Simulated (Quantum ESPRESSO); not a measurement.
# Tl (Fm-3m) in Quantum ESPRESSO: equation of state

How stiff is Tl in PBE, and what volume does it want? The cell is scaled to several volumes.

All numbers are computed with Quantum ESPRESSO 7.5; they aren't measurements. Logs are shortened: lines on timing, memory, paths and dates and some standing lists are left out, and cuts for length are marked.

## 1. Starting point

It takes space group Fm-3m (No. 225, cubic). The conventional cell has a = 4.933 Å, b = 4.933 Å, c = 4.933 Å, α = 90.00°, β = 90.00°, γ = 90.00°. Around Tl (site symmetry m-3m) lie 12 Tl at 3.49 Å.

This isn't the form of Tl at room conditions, which is hcp.

## 2. Single point, PBE, 28.20 Å³/atom

The input, pw.in:

```
&CONTROL
  calculation = 'scf'
  prefix = 'pwscf'
  outdir = './tmp'
  pseudo_dir = './pseudo'
  tprnfor = .true.
  tstress = .true.
  disk_io = 'nowf'
/
&SYSTEM
  ibrav = 0
  nat = 1
  ntyp = 1
  ecutwfc = 55
  ecutrho = 440
  nbnd = 12
  occupations = 'smearing'
  smearing = 'fd'
  degauss = 0.00367493
/
&ELECTRONS
  conv_thr = 2d-10
  electron_maxstep = 120
  mixing_beta = 0.5
/
ATOMIC_SPECIES
Tl   204.3800 Tl_pbe_v1.2.uspp.F.UPF
CELL_PARAMETERS angstrom
   0.0000000000    2.4159936112    2.4159936112
   2.4159936112    0.0000000000    2.4159936112
   2.4159936112    2.4159936112    0.0000000000
ATOMIC_POSITIONS crystal
Tl     0.0000000000    0.0000000000    0.0000000000
K_POINTS automatic
9 9 9 0 0 0
```

Potentials or basis: SSSP 1.3 efficiency PBE.

The run is started by

```bash
> OMP_NUM_THREADS=1 pw.x -in pw.in > pw.out
```

pw.out:

```text
This program is part of the open-source Quantum ESPRESSO suite
     for quantum simulation of materials; please cite
[... 9 lines left out ...]
     --------------------
     sticks:   dense  smooth     PW     G-vecs:    dense   smooth      PW
     Sum        1261     637    199                29627    10489    1837

     Using Slab Decomposition

     bravais-lattice index     =            0
     lattice parameter (alat)  =       6.4567  a.u.
     unit-cell volume          =     190.3329 (a.u.)^3
     number of atoms/cell      =            1
     number of atomic types    =            1
     number of electrons       =        13.00
     number of Kohn-Sham states=           12
     kinetic-energy cutoff     =      55.0000  Ry
     charge density cutoff     =     440.0000  Ry
     scf convergence threshold =      2.0E-10
     mixing beta               =       0.5000
     number of iterations used =            8  plain     mixing
     Exchange-correlation= SLA  PW   PBE  PBE
                           (   1   4   3   4   0   0   0)

     celldm(1)=   6.456686  celldm(2)=   0.000000  celldm(3)=   0.000000
     celldm(4)=   0.000000  celldm(5)=   0.000000  celldm(6)=   0.000000

     crystal axes: (cart. coord. in units of alat)
               a(1) = (   0.000000   0.707107   0.707107 )
               a(2) = (   0.707107   0.000000   0.707107 )
               a(3) = (   0.707107   0.707107   0.000000 )

     reciprocal axes: (cart. coord. in units 2 pi/alat)
               b(1) = ( -0.707107  0.707107  0.707107 )
               b(2) = (  0.707107 -0.707107  0.707107 )
               b(3) = (  0.707107  0.707107 -0.707107 )

     PseudoPot. # 1 for Tl read from file:
     Tl_pbe_v1.2.uspp.F.UPF
     Pseudo is Ultrasoft + core correction, Zval = 13.0
     Generated by new atomic code, or converted to UPF format
     Using radial grid of  899 points,  6 beta functions with:
                l(1) =   0
                l(2) =   0
                l(3) =   1
                l(4) =   1
                l(5) =   2
                l(6) =   2
     Q(r) pseudized with  6 coefficients,  rinner =    1.100   1.100   1.100
                                                       1.100   1.100

     atomic species   valence    mass     pseudopotential
     Tl               13.00   204.38000     Tl( 1.00)

     48 Sym. Ops., with inversion, found

   Cartesian axes

     site n.     atom                  positions (alat units)
         1        Tl     tau(   1) = (   0.0000000   0.0000000   0.0000000  )

     number of k points=    35  Fermi-Dirac smearing, width (Ry)=  0.0037
                       cart. coord. in units 2pi/alat
        k(    1) = (   0.0000000   0.0000000   0.0000000), wk =   0.0027435
        k(    2) = (   0.0785674   0.0785674  -0.0785674), wk =   0.0219479
        k(    3) = (   0.1571348   0.1571348  -0.1571348), wk =   0.0219479
        k(    4) = (   0.2357023   0.2357023  -0.2357023), wk =   0.0219479
        k(    5) = (   0.3142697   0.3142697  -0.3142697), wk =   0.0219479
        k(    6) = (   0.1571348   0.0000000  -0.0000000), wk =   0.0164609
[... 27 lines left out ...]
        k(   34) = (  -0.0000000  -0.4714045   0.6285394), wk =   0.0658436
        k(   35) = (  -0.0785674  -0.3928371   0.7071068), wk =   0.0658436

     Dense  grid:    29627 G-vectors     FFT dimensions: (  45,  45,  45)

     Smooth grid:    10489 G-vectors     FFT dimensions: (  32,  32,  32)

     Check: negative core charge=   -0.000001

     Initial potential from superposition of free atoms

     starting charge      12.9951, renormalised to      13.0000

     negative rho (up, down):  4.940E-02 0.000E+00
     Starting wfcs are    9 randomized atomic wfcs +    3 random wfcs

     Self-consistent Calculation

     iteration #  1     ecut=    55.00 Ry     beta= 0.50
     Davidson diagonalization with overlap
     ethr =  1.00E-02,  avg # of iterations =  6.7

     Threshold (ethr) on eigenvalues was too large:
     Diagonalizing with lowered threshold

     Davidson diagonalization with overlap
     c_bands:  1 eigenvalues not converged
     ethr =  4.15E-05,  avg # of iterations =  9.6

     negative rho (up, down):  4.964E-02 0.000E+00

     total energy              =    -144.96223989 Ry
     estimated scf accuracy    <       0.00568395 Ry

     iteration #  2     ecut=    55.00 Ry     beta= 0.50
     Davidson diagonalization with overlap
     ethr =  4.37E-05,  avg # of iterations =  2.0

     negative rho (up, down):  5.005E-02 0.000E+00

     total energy              =    -144.96328265 Ry
     estimated scf accuracy    <       0.00021876 Ry

     iteration #  3     ecut=    55.00 Ry     beta= 0.50
     Davidson diagonalization with overlap
     c_bands:  1 eigenvalues not converged
     ethr =  1.68E-06,  avg # of iterations =  5.1

     negative rho (up, down):  5.043E-02 0.000E+00

     total energy              =    -144.96334027 Ry
     estimated scf accuracy    <       0.00005007 Ry

     iteration #  4     ecut=    55.00 Ry     beta= 0.50
     Davidson diagonalization with overlap
     ethr =  3.85E-07,  avg # of iterations =  2.0

     negative rho (up, down):  5.040E-02 0.000E+00

     total energy              =    -144.96334666 Ry
     estimated scf accuracy    <       0.00000620 Ry

     iteration #  5     ecut=    55.00 Ry     beta= 0.50
     Davidson diagonalization with overlap
     ethr =  4.77E-08,  avg # of iterations =  2.0

     negative rho (up, down):  5.040E-02 0.000E+00

     total energy              =    -144.96334913 Ry
     estimated scf accuracy    <       0.00000003 Ry

     iteration #  6     ecut=    55.00 Ry     beta= 0.50
     Davidson diagonalization with overlap
     ethr =  2.66E-10,  avg # of iterations =  5.2

     negative rho (up, down):  5.040E-02 0.000E+00

     total energy              =    -144.96334938 Ry
     estimated scf accuracy    <       0.00000017 Ry

     iteration #  7     ecut=    55.00 Ry     beta= 0.50
     Davidson diagonalization with overlap
     ethr =  2.66E-10,  avg # of iterations =  2.5

     negative rho (up, down):  5.040E-02 0.000E+00

     total energy              =    -144.96334945 Ry
     estimated scf accuracy    <          1.6E-09 Ry

     iteration #  8     ecut=    55.00 Ry     beta= 0.50
     Davidson diagonalization with overlap
     ethr =  1.19E-11,  avg # of iterations =  4.3

     negative rho (up, down):  5.040E-02 0.000E+00

     total energy              =    -144.96334946 Ry
     estimated scf accuracy    <       0.00000002 Ry

     iteration #  9     ecut=    55.00 Ry     beta= 0.50
     Davidson diagonalization with overlap
     ethr =  1.19E-11,  avg # of iterations =  3.7

     negative rho (up, down):  5.040E-02 0.000E+00

     total energy              =    -144.96334946 Ry
     estimated scf accuracy    <          1.6E-09 Ry

     iteration # 10     ecut=    55.00 Ry     beta= 0.50
     Davidson diagonalization with overlap
     ethr =  1.19E-11,  avg # of iterations =  1.0

     negative rho (up, down):  5.040E-02 0.000E+00

     End of self-consistent calculation

          k = 0.0000 0.0000 0.0000 (  1363 PWs)   bands (ev):

    -0.6808  -0.6808  -0.6808  -0.3946  -0.3946   0.8080  21.3525  21.3525
    21.3525  21.9648  25.4550  26.1612

          k = 0.0786 0.0786-0.0786 (  1309 PWs)   bands (ev):

    -0.6934  -0.6489  -0.6489  -0.3974  -0.3974   1.0793  18.7377  21.0731
    21.0731  21.9134  25.7378  26.5960

          k = 0.1571 0.1571-0.1571 (  1324 PWs)   bands (ev):

    -0.7501  -0.6121  -0.6121  -0.3590  -0.3590   1.9226  14.9592  20.4299
    20.4299  21.8407  24.8042  25.8635

          k = 0.2357 0.2357-0.2357 (  1326 PWs)   bands (ev):

    -0.8327  -0.6351  -0.6351  -0.2446  -0.2446   3.3329  11.4705  19.7470
    19.7470  21.6296  23.9903  25.0410

          k = 0.3143 0.3143-0.3143 (  1311 PWs)   bands (ev):

    -0.8909  -0.6647  -0.6647  -0.1516  -0.1516   5.1176   8.6272  19.3133
    19.3133  21.4115  23.6723  24.6478

          k = 0.1571 0.0000-0.0000 (  1315 PWs)   bands (ev):

    -0.7246  -0.6167  -0.6167  -0.4456  -0.3671   1.1688  19.7860  19.9721
    19.9721  21.4951  24.4671  27.2502

          k = 0.2357 0.0786-0.0786 (  1324 PWs)   bands (ev):

    -0.7580  -0.5762  -0.5588  -0.4778  -0.3234   1.8212  16.3140  19.0277
    19.7886  21.9951  23.0592  26.8503

          k = 0.3143 0.1571-0.1571 (  1313 PWs)   bands (ev):

    -0.7989  -0.6192  -0.5620  -0.3971  -0.2226   3.0447  12.7570  18.4308
    18.9191  21.1601  24.6518  26.3492

          k = 0.3928 0.2357-0.2357 (  1310 PWs)   bands (ev):

    -0.8399  -0.6678  -0.5965  -0.2761  -0.1417   4.7326   9.6999  17.9008
    18.3081  20.7671  25.2635  25.9139

          k =-0.2357-0.3928 0.3928 (  1306 PWs)   bands (ev):

    -0.8450  -0.6815  -0.6148  -0.2038  -0.1550   5.7214   8.3719  17.1858
    18.7475  20.8918  24.6978  25.3617

          k =-0.1571-0.3143 0.3143 (  1311 PWs)   bands (ev):

    -0.8044  -0.6579  -0.5997  -0.2652  -0.2216   4.1354  10.6548  16.9674
    19.7340  21.4851  24.2547  25.0892

          k =-0.0786-0.2357 0.2357 (  1321 PWs)   bands (ev):

    -0.7437  -0.6234  -0.5666  -0.4070  -0.2987   2.5814  13.8952  17.2679
    21.0272  22.5157  23.7969  25.0846

          k =-0.0000-0.1571 0.1571 (  1315 PWs)   bands (ev):

    -0.7089  -0.6165  -0.6044  -0.4391  -0.3603   1.5446  17.1947  18.3304
    21.7454  22.6802  24.3286  25.5886

          k = 0.3143 0.0000-0.0000 (  1307 PWs)   bands (ev):

    -0.8350  -0.6018  -0.4474  -0.4474  -0.2974   2.2738  17.0622  17.8180
    17.8180  20.7645  20.9748  29.0564

          k = 0.3928 0.0786-0.0786 (  1317 PWs)   bands (ev):
[... 56 lines left out ...]
    -0.7795  -0.5939  -0.5144  -0.4533  -0.2768   2.6632  14.8764  16.3321
    19.4389  22.1436  22.5507  26.2719

          k = 0.3928 0.2357-0.0786 (  1310 PWs)   bands (ev):

    -0.7749  -0.6534  -0.5127  -0.3775  -0.2153   4.0328  12.0220  15.4130
    18.0651  21.8071  24.3638  25.6906

          k =-0.2357-0.3928 0.5500 (  1309 PWs)   bands (ev):

    -0.7719  -0.7052  -0.5010  -0.3365  -0.1611   5.6789   9.4312  15.2935
    17.0779  21.5474  24.5262  27.8395

          k = 0.4714 0.1571-0.0000 (  1310 PWs)   bands (ev):

    -0.8797  -0.7381  -0.4108  -0.2432  -0.1930   4.4626  12.7740  14.7752
    15.9992  21.0560  21.9076  27.6001

          k =-0.1571-0.4714 0.6285 (  1306 PWs)   bands (ev):

    -0.8369  -0.7119  -0.4475  -0.2799  -0.1403   5.9790  10.8022  13.5175
    15.2216  21.4057  24.2201  26.5479

          k =-0.0786-0.3928 0.5500 (  1302 PWs)   bands (ev):

    -0.7887  -0.6276  -0.4793  -0.3664  -0.1545   6.6817  10.0466  12.6355
    15.5675  21.7562  25.7236  27.3599

          k =-0.0000-0.3143 0.4714 (  1314 PWs)   bands (ev):

    -0.7208  -0.6709  -0.5149  -0.3089  -0.2483   5.4249  11.5012  12.7801
    16.6310  22.3164  24.9758  25.8912

          k =-0.0786-0.5500 0.7071 (  1304 PWs)   bands (ev):

    -0.9455  -0.8574  -0.2674  -0.1824  -0.0933   6.7159  10.3233  13.9174
    14.2007  20.5738  21.5521  29.2124

          k =-0.0000-0.4714 0.6285 (  1302 PWs)   bands (ev):

    -0.8696  -0.7476  -0.3664  -0.2837  -0.0960   7.3597  10.2729  11.9820
    14.5097  21.2636  24.0525  28.0184

          k =-0.0786-0.3928 0.7071 (  1309 PWs)   bands (ev):

    -0.7410  -0.6939  -0.5360  -0.3177  -0.0947   7.1251  10.9391  11.9271
    13.6798  23.7531  24.5547  25.7900

     the Fermi energy is    10.8964 ev

!    total energy              =    -144.96334947 Ry
     estimated scf accuracy    <          1.7E-10 Ry
     smearing contrib. (-TS)   =      -0.00040759 Ry
     internal energy E=F+TS    =    -144.96294188 Ry

     The total energy is F=E-TS. E is the sum of the following terms:
     one-electron contribution =     -18.71676449 Ry
     hartree contribution      =      20.72707950 Ry
     xc contribution           =     -62.11612755 Ry
     ewald contribution        =     -84.85712934 Ry

     convergence has been achieved in  10 iterations

     negative rho (up, down):  5.040E-02 0.000E+00

     Forces acting on atoms (cartesian axes, Ry/au):

     atom    1 type  1   force =     0.00000000    0.00000000    0.00000000

     Total force =     0.000000     Total SCF correction =     0.000000

     Computing stress (Cartesian axis) and pressure

     negative rho (up, down):  5.040E-02 0.000E+00
          total   stress  (Ry/bohr**3)                   (kbar)     P=       32.70
   0.00022228   0.00000000  -0.00000000           32.70        0.00       -0.00
  -0.00000000   0.00022228  -0.00000000           -0.00       32.70       -0.00
  -0.00000000  -0.00000000   0.00022228           -0.00       -0.00       32.70

=------------------------------------------------------------------------------=
   JOB DONE.
=------------------------------------------------------------------------------=
```

Wall time 20 s (1 thread of Arm Neoverse N1, shared host); peak memory 0.13 GiB.

What came out:

| Item | Value |
| --- | --- |
| Free energy | -1972.3268 eV |
| Pressure | 3.3 GPa |
| Band gap on the k mesh | none (metal or under the smearing width) |

## 3. Single point, PBE, 28.80 Å³/atom

Edit pw.in of step 2 so:

```diff
@@ -28,5 +28,5 @@
 CELL_PARAMETERS angstrom
-   0.0000000000    2.4159936112    2.4159936112
-   2.4159936112    0.0000000000    2.4159936112
-   2.4159936112    2.4159936112    0.0000000000
+   0.0000000000    2.4330082113    2.4330082113
+   2.4330082113    0.0000000000    2.4330082113
+   2.4330082113    2.4330082113    0.0000000000
 ATOMIC_POSITIONS crystal
```

Potentials or basis: SSSP 1.3 efficiency PBE.

The run is started by

```bash
> OMP_NUM_THREADS=1 pw.x -in pw.in > pw.out
```

Run time: 20 s. Hardware: 1 thread of Arm Neoverse N1, shared host; peak memory 0.14 GiB.

Results (log left out):

| Quantity | Value |
| --- | --- |
| Free energy | -1972.3389 eV |
| Pressure | 2.4 GPa |
| Band gap on the k mesh | none (metal or under the smearing width) |

## 4. Single point, PBE, 29.40 Å³/atom

Edit pw.in of step 3 so:

```diff
@@ -28,5 +28,5 @@
 CELL_PARAMETERS angstrom
-   0.0000000000    2.4330082113    2.4330082113
-   2.4330082113    0.0000000000    2.4330082113
-   2.4330082113    2.4330082113    0.0000000000
+   0.0000000000    2.4497881085    2.4497881085
+   2.4497881085    0.0000000000    2.4497881085
+   2.4497881085    2.4497881085    0.0000000000
 ATOMIC_POSITIONS crystal
```

The run is started by

```bash
> OMP_NUM_THREADS=1 pw.x -in pw.in > pw.out
```

Wall time 21 s (1 thread of Arm Neoverse N1, shared host); peak memory 0.14 GiB.

The run converged. Its results:

* Free energy: -1972.3475 eV
* Pressure: 1.5 GPa
* Band gap on the k mesh: none (metal or under the smearing width)

## 5. Single point, PBE, 30.00 Å³/atom

Edit pw.in of step 4 so:

```diff
@@ -28,5 +28,5 @@
 CELL_PARAMETERS angstrom
-   0.0000000000    2.4497881085    2.4497881085
-   2.4497881085    0.0000000000    2.4497881085
-   2.4497881085    2.4497881085    0.0000000000
+   0.0000000000    2.4663412330    2.4663412330
+   2.4663412330    0.0000000000    2.4663412330
+   2.4663412330    2.4663412330    0.0000000000
 ATOMIC_POSITIONS crystal
```

The run is started by

```bash
> OMP_NUM_THREADS=1 pw.x -in pw.in > pw.out
```

Wall time 20 s (1 thread of Arm Neoverse N1, shared host); peak memory 0.14 GiB.

Results (log left out):

```
Free energy            : -1972.3534 eV
Pressure               : 0.8 GPa
Band gap on the k mesh : none (metal or under the smearing width)
```

## 6. Single point, PBE, 30.60 Å³/atom

Edit pw.in of step 5 so:

```diff
@@ -28,5 +28,5 @@
 CELL_PARAMETERS angstrom
-   0.0000000000    2.4663412330    2.4663412330
-   2.4663412330    0.0000000000    2.4663412330
-   2.4663412330    2.4663412330    0.0000000000
+   0.0000000000    2.4826750947    2.4826750947
+   2.4826750947    0.0000000000    2.4826750947
+   2.4826750947    2.4826750947    0.0000000000
 ATOMIC_POSITIONS crystal
```

Potentials or basis: SSSP 1.3 efficiency PBE.

The run is started by

```bash
> OMP_NUM_THREADS=1 pw.x -in pw.in > pw.out
```

Wall time 23 s (1 thread of Arm Neoverse N1, shared host); peak memory 0.14 GiB.

The run converged. Its results:

```
Free energy            : -1972.3567 eV
Pressure               : 0.2 GPa
Band gap on the k mesh : none (metal or under the smearing width)
```

## 7. Single point, PBE, 31.20 Å³/atom

Edit pw.in of step 6 so:

```diff
@@ -28,5 +28,5 @@
 CELL_PARAMETERS angstrom
-   0.0000000000    2.4826750947    2.4826750947
-   2.4826750947    0.0000000000    2.4826750947
-   2.4826750947    2.4826750947    0.0000000000
+   0.0000000000    2.4987968132    2.4987968132
+   2.4987968132    0.0000000000    2.4987968132
+   2.4987968132    2.4987968132    0.0000000000
 ATOMIC_POSITIONS crystal
```

The run is started by

```bash
> OMP_NUM_THREADS=1 pw.x -in pw.in > pw.out
```

Wall time 20 s (1 thread of Arm Neoverse N1, shared host); peak memory 0.15 GiB.

The run converged. Its results:

```
Free energy            : -1972.3578 eV
Pressure               : -0.4 GPa
Band gap on the k mesh : none (metal or under the smearing width)
```

## 8. Single point, PBE, 31.80 Å³/atom

Edit pw.in of step 7 so:

```diff
@@ -28,5 +28,5 @@
 CELL_PARAMETERS angstrom
-   0.0000000000    2.4987968132    2.4987968132
-   2.4987968132    0.0000000000    2.4987968132
-   2.4987968132    2.4987968132    0.0000000000
+   0.0000000000    2.5147131456    2.5147131456
+   2.5147131456    0.0000000000    2.5147131456
+   2.5147131456    2.5147131456    0.0000000000
 ATOMIC_POSITIONS crystal
```

The run is started by

```bash
> OMP_NUM_THREADS=1 pw.x -in pw.in > pw.out
```

Wall time 24 s (1 thread of Arm Neoverse N1, shared host); peak memory 0.15 GiB.

Results (log left out):

- Free energy: -1972.3569 eV
- Pressure: -0.8 GPa
- Band gap on the k mesh: none (metal or under the smearing width)

## 9. Equation of state, PBE

Potentials or basis: SSSP 1.3 efficiency PBE.

This step only gathers the single runs of the series.

What came out:

```yaml
Equilibrium_volume: 31.22 Å³/atom
Bulk_modulus: 27 GPa
Pressure_derivative_of_the_bulk_modulus: "5.6 (rough: it moves with the points fitted)"
```

Energy against volume, from the lowest point:
```tsv
volume (Å³/atom)	energy (meV/atom)
28.204	30.94
28.805	18.93
29.405	10.26
30.005	4.40
30.605	1.08
31.205	0.00
31.805	0.89
```

Spin-orbit coupling is left out, which matters for the levels of Tl.
